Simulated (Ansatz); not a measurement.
# Relaxing CuO

Level of theory: DFT PBE, scalar-relativistic, plane waves, PAW (Ansatz). Cutoff 420 eV, Γ-centred k mesh, Gaussian smearing, no spin polarisation in the final step.

A relaxed cell is given with its space group left out.

```yaml
crystal:
  lattice:
    - [0.00000, 2.12206, 2.12206]
    - [2.12206, 0.00000, 2.12206]
    - [2.12206, 2.12206, 0.00000]
  atoms:
    - { symbol: Cu, position: [0.00000, 0.00000, 0.00000] }
    - { symbol: O, position: [0.50000, 0.50000, 0.50000] }
```

Energies over the elements count from the elements' standard structures at the same level (O₂ as a molecule), with no empirical corrections.

(1) What space group does it have?

(2) What is its formation energy per atom?

(3) Is it a metal?

Answers

(1) Fm-3m (No. 225). Conventional cell: a = 4.244 Å. Cu is coordinated by 6 O at 2.12 Å; O is coordinated by 6 Cu at 2.12 Å.

(2) -0.39 eV/atom.

(3) Yes, bands cross the Fermi level on the 22×22×22 mesh.

The final run used a 22×22×22 mesh on its 2-atom cell and 0.10 eV smearing. The k mesh leaves about 4 meV/atom of noise in metals.

This rock-salt form isn't the usual stable structure of the compound.